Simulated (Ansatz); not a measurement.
## P (R-3m)

Method: Ansatz, DFT PBE, scalar-relativistic, plane waves, PAW.

Cutoff 420 eV; k points 18×18×18 on the computed 2-atom cell (Γ-centred); Gaussian smearing, width 0.10 eV; no spin polarisation.

The structure is relaxed at this level of theory with its symmetry kept, and needn't be the ground state of this composition.

Space group R-3m (No. 166), trigonal, a = 3.481 Å, c = 9.209 Å. P is surrounded by 3 P at 2.32 Å and 3 P at 2.78 Å.

| Property | Result |
| --- | --- |
| Volume per atom | 16.11 Å³ |
| Energy over the standard state (uncorrected) | +0.043 eV/atom |
| Kohn–Sham band gap | none (metal) |
| Density of states at the Fermi level | 0.2 states/eV per cell |
| Orbital (Löwdin) character within 0.5 eV of the Fermi level | P 3p 72 %, P 3s 17 %, unprojected 11 % |
| Bulk modulus | 44 GPa |
| Its pressure derivative | 5.5 |
| Bader charge by site (e) | P (2 in the cell) 0.00 |

The cell holds layers, chains or molecules and no dispersion correction was added, so their binding is poorly described.

The cell was found from a structure generator's guess, not taken from experiment. Löwdin shares on free-atom orbitals overweight diffuse shells.
